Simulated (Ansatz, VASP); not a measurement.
## BaTe in VASP and in Ansatz

The input INCAR:

```
ALGO = Normal
EDIFF = 1E-6
ENCUT = 520
GGA = PE
ISIF = 2
ISMEAR = 0
LASPH = True
LCHARG = False
LREAL = False
LWAVE = False
NBANDS = 15
NELM = 60
PREC = Accurate
SIGMA = 0.02
```

The input KPOINTS:

```
k-points
0
Gamma
  7 7 7
```

The input POSCAR:

```
BaTe
1.0
    0.0000000000      3.4100000000      3.4100000000
    3.4100000000      0.0000000000      3.4100000000
    3.4100000000      3.4100000000      0.0000000000
Ba Te
1 1
Direct
    0.0000000000      0.0000000000      0.0000000000
    0.5000000000      0.5000000000      0.5000000000
```

File input.yaml:

```yaml
crystal:
  lattice:
    - [0.0, 3.41, 3.41]
    - [3.41, 0.0, 3.41]
    - [3.41, 3.41, 0.0]
  atoms:
    - { symbol: Ba, position: [0.0, 0.0, 0.0] }
    - { symbol: Te, position: [0.5, 0.5, 0.5] }
kpoints:
  mp_grid: { grid: [7, 7, 7] }
scf:
  occupations: { method: gaussian, width: 0.02 }
hamiltonian:
  xc: pbe
  pseudopotentials: { kind: all_electron, lapw: { basis_error: 0.001 } }
output:
  forces: true
  stress: true
  eigenvalues: true
```

Alike in both runs: task single point; functional PBE; k mesh 7 × 7 × 7; occupations gaussian, width 0.02 eV; no spin polarisation.

|  | VASP | Ansatz |
| --- | --- | --- |
| version | VASP 6.6.1 | Ansatz 0.2.0 |
| potentials or method | VASP PAW PBE potentials, release 64 (Ba_sv, Te) | all-electron LAPW, scalar-relativistic |
| plane-wave cutoff (eV) | 520 | see its input |

|  | VASP | Ansatz | Ansatz less VASP |
| --- | --- | --- | --- |
| gap on the k mesh at the Fermi level (eV) | 1.38 | 1.48 | +0.098 |
| least direct gap on the mesh (eV) | 1.76 | 1.82 | +0.060 |
| pressure (GPa) | 4.2 | 3.8 | -0.43 |

Ansatz ran all-electron here, so the differences hold the error of VASP's frozen core and of both bases.

Caveats: spin-orbit coupling is left out, which moves the levels of the heavy elements; an odd mesh through Γ misses points on the zone boundary, where band edges often lie. Expect the measured gap to be larger: semilocal functionals such as PBE lack the derivative discontinuity.
